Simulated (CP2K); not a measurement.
# SnSe (Fm-3m) in CP2K: a series of runs

One crystal, SnSe, is run at these levels: PBEsol, LDA, r2SCAN, TB-mBJ; tasks: band structure.

Everything below comes from runs of CP2K 2026.2. Logs are shortened: lines on timing, memory, paths and dates and some standing lists are left out, and cuts for length are marked.

## 1. The structure

The structure is cubic, space group Fm-3m (No. 225). The conventional cell has a = 6.020 Å, b = 6.020 Å, c = 6.020 Å, α = 90.00°, β = 90.00°, γ = 90.00°. Sn (site symmetry m-3m) is surrounded by 6 Se at 3.01 Å. Se (site symmetry m-3m) has 6 Sn at 3.01 Å as nearest neighbours.

Measurements of this composition are mostly on another form, of space group No. 62.

## 2. Band structure, PBEsol

snse_bands.inp

```
&GLOBAL
  PROJECT snse_bands
  RUN_TYPE ENERGY_FORCE
  PRINT_LEVEL LOW
&END GLOBAL
&FORCE_EVAL
  METHOD QS
  STRESS_TENSOR ANALYTICAL
  &DFT
    BASIS_SET_FILE_NAME BASIS_MOLOPT_UZH
    POTENTIAL_FILE_NAME POTENTIAL_UZH
    &MGRID
      CUTOFF 450
      REL_CUTOFF 60
      NGRIDS 5
    &END MGRID
    &QS
      METHOD GPW
      EPS_DEFAULT 1.0E-9
    &END QS
    &KPOINTS
      SCHEME MONKHORST-PACK 8 8 8
      GAMMA_CENTERED T
      SYMMETRY T
      SYMMETRY_BACKEND SPGLIB
    &END KPOINTS
    &SCF
      SCF_GUESS ATOMIC
      EPS_SCF 1.0E-6
      MAX_SCF 100
      ADDED_MOS 10
      CHOLESKY OFF
      EPS_EIGVAL 1.0E-7
      &DIAGONALIZATION ON
        ALGORITHM STANDARD
      &END DIAGONALIZATION
      &MIXING ON
        METHOD BROYDEN_MIXING
        ALPHA 0.4
        BETA 1.5
        NBUFFER 8
      &END MIXING
      &SMEAR ON
        METHOD FERMI_DIRAC
        ELECTRONIC_TEMPERATURE [K] 116.045
      &END SMEAR
    &END SCF
    &XC
      &XC_FUNCTIONAL
        &GGA_X_PBE_SOL
        &END GGA_X_PBE_SOL
        &GGA_C_PBE_SOL
        &END GGA_C_PBE_SOL
      &END XC_FUNCTIONAL
    &END XC
    &PRINT
      &KPOINTS ON
      &END KPOINTS
      &MULLIKEN ON
      &END MULLIKEN
      &MO ON
        ENERGIES T
        OCCUPATION_NUMBERS T
        &EACH
          QS_SCF 0
        &END EACH
        ADD_LAST NUMERIC
      &END MO
      &BAND_STRUCTURE
        FILE_NAME bands.bs
        ADDED_MOS 4
        &KPOINT_SET
          UNITS B_VECTOR
          NPOINTS 10
          SPECIAL_POINT GAMMA 0.00000000 0.00000000 0.00000000
          SPECIAL_POINT X 0.50000000 0.00000000 0.50000000
          SPECIAL_POINT W 0.50000000 0.25000000 0.75000000
          SPECIAL_POINT K 0.37500000 0.37500000 0.75000000
          SPECIAL_POINT GAMMA 0.00000000 0.00000000 0.00000000
          SPECIAL_POINT L 0.50000000 0.50000000 0.50000000
          SPECIAL_POINT U 0.62500000 0.25000000 0.62500000
          SPECIAL_POINT W 0.50000000 0.25000000 0.75000000
          SPECIAL_POINT L 0.50000000 0.50000000 0.50000000
          SPECIAL_POINT K 0.37500000 0.37500000 0.75000000
        &END KPOINT_SET
        &KPOINT_SET
          UNITS B_VECTOR
          NPOINTS 10
          SPECIAL_POINT U 0.62500000 0.25000000 0.62500000
          SPECIAL_POINT X 0.50000000 0.00000000 0.50000000
        &END KPOINT_SET
      &END BAND_STRUCTURE
    &END PRINT
  &END DFT
  &SUBSYS
    &CELL
      ABC 4.2567828227 4.2567828228 4.2567828227
      ALPHA_BETA_GAMMA 59.9999999996 59.9999999995 59.9999999997
      PERIODIC XYZ
    &END CELL
    &COORD
      SCALED
      Sn  0.0000000000 0.0000000000 0.0000000000
      Se  0.5000000000 0.5000000000 0.5000000000
    &END COORD
    &KIND Sn
      BASIS_SET TZVP-MOLOPT-PBE-GTH-q4
      POTENTIAL GTH-PBE-q4
    &END KIND
    &KIND Se
      BASIS_SET TZVP-MOLOPT-PBE-GTH-q6
      POTENTIAL GTH-PBE-q6
    &END KIND
    &PRINT
      &ATOMIC_COORDINATES ON
      &END ATOMIC_COORDINATES
      &CELL ON
      &END CELL
    &END PRINT
  &END SUBSYS
  &PRINT
    &FORCES ON
    &END FORCES
    &STRESS_TENSOR ON
    &END STRESS_TENSOR
  &END PRINT
&END FORCE_EVAL
```

Potentials or basis: POTENTIAL_UZH Sn GTH-PBE-q4, Se GTH-PBE-q6; TZVP-MOLOPT-PBE-GTH basis.

Run with:

```bash
$ OMP_NUM_THREADS=1 cp2k.psmp -i snse_bands.inp -o snse_bands.out
```

snse_bands.out:

```text

 CP2K| version string:                                       CP2K version 2026.2
 CP2K| Input file name                                            snse_bands.inp

 GLOBAL| Force Environment number                                              1
 GLOBAL| Basis set file name                                    BASIS_MOLOPT_UZH
 GLOBAL| Potential file name                                       POTENTIAL_UZH
 GLOBAL| MM Potential file name                                     MM_POTENTIAL
 GLOBAL| Coordinate file name                                      __STD_INPUT__
 GLOBAL| Method name                                                        CP2K
 GLOBAL| Project name                                                 snse_bands
 GLOBAL| Run type                                                   ENERGY_FORCE
 GLOBAL| FFT library                                                       FFTW3
[... 6 lines left out ...]
 GLOBAL| Total number of message passing processes                             1
 GLOBAL| Number of threads for this process                                    1
 GLOBAL| CPU model name                          Intel(R) Xeon(R) Platinum 8488C

 CELL| Volume [angstrom^3]:                                            54.541802
 CELL| Vector a [angstrom]:       4.257     0.000     0.000   |a| =     4.256783
 CELL| Vector b [angstrom]:       2.128     3.686     0.000   |b| =     4.256783
 CELL| Vector c [angstrom]:       2.128     1.229     3.476   |c| =     4.256783
 CELL| Angle (b,c), alpha [degree]:                                    60.000000
 CELL| Angle (a,c), beta  [degree]:                                    60.000000
 CELL| Angle (a,b), gamma [degree]:                                    60.000000
 CELL| Numerically orthorhombic:                                              NO
 CELL| Periodicity                                                           XYZ

 CELL_REF| Volume [angstrom^3]:                                        54.541802
 CELL_REF| Vector a [angstrom     4.257     0.000     0.000   |a| =     4.256783
 CELL_REF| Vector b [angstrom     2.128     3.686     0.000   |b| =     4.256783
 CELL_REF| Vector c [angstrom     2.128     1.229     3.476   |c| =     4.256783
 CELL_REF| Angle (b,c), alpha [degree]:                                60.000000
 CELL_REF| Angle (a,c), beta  [degree]:                                60.000000
 CELL_REF| Angle (a,b), gamma [degree]:                                60.000000
 CELL_REF| Numerically orthorhombic:                                          NO
 CELL_REF| Periodicity                                                       XYZ
[... 9 lines left out ...]
 TOTAL NUMBERS AND MAXIMUM NUMBERS

  Total number of            - Atomic kinds:                                   2
                             - Atoms:                                          2
                             - Shell sets:                                     2
                             - Shells:                                        14
                             - Primitive Cartesian functions:                  8
[... 133 lines left out ...]
 MO|      5               0.151218               4.114862               2.000000
 MO|      6               0.208726               5.679731               0.000000
 MO|      7               0.225191               6.127754               0.000000
 MO|      8               0.225191               6.127771               0.000000
 MO|      9               0.482472              13.128736               0.000000
 MO|     10               0.561303              15.273844               0.000000
 MO|     11               0.561304              15.273872               0.000000
 MO|     12               0.639778              17.409248               0.000000
 MO|     13               0.738287              20.089808               0.000000
[... 277 lines left out ...]
 MO|      5               0.130070               3.539384               2.000000
 MO|      6               0.217083               5.907133               0.000000
 MO|      7               0.272723               7.421175               0.000000
 MO|      8               0.323762               8.810002               0.000000
 MO|      9               0.436147              11.868157               0.000000
 MO|     10               0.568322              15.464820               0.000000
 MO|     11               0.603190              16.413644               0.000000
 MO|     12               0.629521              17.130145               0.000000
 MO|     13               0.671519              18.272958               0.000000
 MO|     14               0.764785              20.810863               0.000000
 MO|     15               0.768932              20.923696               0.000000
 MO| Sum:                                                              10.000000
 MO| E(Fermi):            0.179774 a.u.          4.891889 eV
 MO| Band gap:            0.087013 a.u.          2.367749 eV

 [... the levels of further k-points ...]

 !-----------------------------------------------------------------------------!
                     Mulliken Population Analysis

 #  Atom  Element  Kind  Atomic population                           Net charge
       1     Sn       1          3.552206                              0.447794
       2     Se       2          6.447794                             -0.447794
 # Total charge                             10.000000                  0.000000

 !-----------------------------------------------------------------------------!

 KPOINTS| Band Structure Calculation
 KPOINTS| Number of k-point sets                                               2
 KPOINTS| Number of added MOs/bands                                            4
 KPOINTS| Number of k-points in set    1                                      91
 KPOINTS| In units of b-vector [2pi/Bohr]
 KPOINTS| Special point     1       GAMMA     0.000000     0.000000     0.000000
 KPOINTS| Special point     2           X     0.500000     0.000000     0.500000
 KPOINTS| Special point     3           W     0.500000     0.250000     0.750000
 KPOINTS| Special point     4           K     0.375000     0.375000     0.750000
 KPOINTS| Special point     5       GAMMA     0.000000     0.000000     0.000000
 KPOINTS| Special point     6           L     0.500000     0.500000     0.500000
 KPOINTS| Special point     7           U     0.625000     0.250000     0.625000
 KPOINTS| Special point     8           W     0.500000     0.250000     0.750000
 KPOINTS| Special point     9           L     0.500000     0.500000     0.500000
 KPOINTS| Special point    10           K     0.375000     0.375000     0.750000
 KPOINTS| Number of k-points in set    2                                      11
 KPOINTS| In units of b-vector [2pi/Bohr]
 KPOINTS| Special point     1           U     0.625000     0.250000     0.625000
 KPOINTS| Special point     2           X     0.500000     0.000000     0.500000

 ENERGY| Total FORCE_EVAL ( QS ) energy [hartree]            -12.924382592877686

 FORCES| Atomic forces [hartree/bohr]
 FORCES|   Atom     x               y               z               |f|
 FORCES|      1  1.20706926E-15 -2.09128171E-15  5.32444586E-15   5.84638342E-15
 FORCES|      2  6.93150206E-14 -7.60399216E-15 -1.17372725E-14   7.07117836E-14
 FORCES| Sum     7.05220898E-14 -9.69527386E-15 -6.41282661E-15
 FORCES| Total atomic force                                       7.14736863E-14

 STRESS| Analytical stress tensor [bar]
 STRESS|                        x                   y                   z
 STRESS|      x        1.62495346587E+03  -2.11047003121E-02  -6.64590028318E-03
 STRESS|      y       -2.11047003121E-02   1.62401459939E+03   4.33369534947E-01
 STRESS|      z       -6.64590028318E-03   4.33369534947E-01   1.62373627556E+03
 STRESS| 1/3 Trace                                             1.62423478027E+03
 STRESS| Determinant                                           4.28495553758E+09

 STRESS| Eigenvectors and eigenvalues of the analytical stress tensor [bar]
 STRESS|                        1                   2                   3
 STRESS| Eigenvalues   1.62342023989E+03   1.62432989746E+03   1.62495420346E+03
 STRESS|      x          -0.004609011942      0.033604427249      0.999424584187
 STRESS|      y          -0.589257129713      0.807393406351     -0.029865070967
 STRESS|      z           0.807932418022      0.589055710311     -0.016080362495
```

Wall time 16 s (1 thread of Intel Xeon Platinum 8488C (Sapphire Rapids), shared host); peak memory 0.35 GiB.

Results:

```yaml
Free_energy: -351.6903 eV
Pressure: 0.2 GPa
Band_gap_along_the_path: 0.19 eV, direct
Mulliken_charges: Sn +0.45; Se -0.45 e
```

Levels at the corners of the path, in eV from the valence-band top:
```
point  band 1  band 2  band 3  band 4  band 5  band 6  band 7  band 8  band 9  band 10
    Γ  -13.96   -5.12   -2.24   -2.24   -2.24    4.32    4.32    4.32    6.86     6.86
    X  -12.77   -6.05   -5.66   -3.75   -3.75    3.57    5.41    5.41    6.07    10.76
    W  -12.73   -6.98   -4.88   -4.88   -0.88    1.40    5.12    5.12    8.32     8.32
    K  -12.76   -7.09   -5.24   -3.28   -2.59    3.34    3.56    5.52    6.13    11.42
    Γ  -13.96   -5.12   -2.24   -2.24   -2.24    4.32    4.32    4.32    6.86     6.86
    L  -13.01   -8.16   -2.07   -2.07   -0.16    0.54    1.19    1.19    9.43    11.72
    U  -12.76   -7.09   -5.24   -3.28   -2.59    3.34    3.56    5.52    6.13    11.42
    W  -12.73   -6.98   -4.88   -4.88   -0.88    1.40    5.12    5.12    8.32     8.32
    L  -13.01   -8.16   -2.07   -2.07   -0.16    0.54    1.19    1.19    9.43    11.72
    K  -12.76   -7.09   -5.24   -3.28   -2.59    3.34    3.56    5.52    6.13    11.42
    U  -12.76   -7.09   -5.24   -3.28   -2.59    3.34    3.56    5.52    6.13    11.42
    X  -12.77   -6.05   -5.66   -3.75   -3.75    3.57    5.41    5.41    6.07    10.76
```

Caveat: Mulliken charges move with the basis; the potentials were made for another functional, which shifts forces and pressure; spin-orbit coupling is left out, which moves the levels of the heavy elements; the basis of atomic orbitals isn't converged, which shifts pressures, moduli and gaps.

(Part 1 of 3 ends here.)
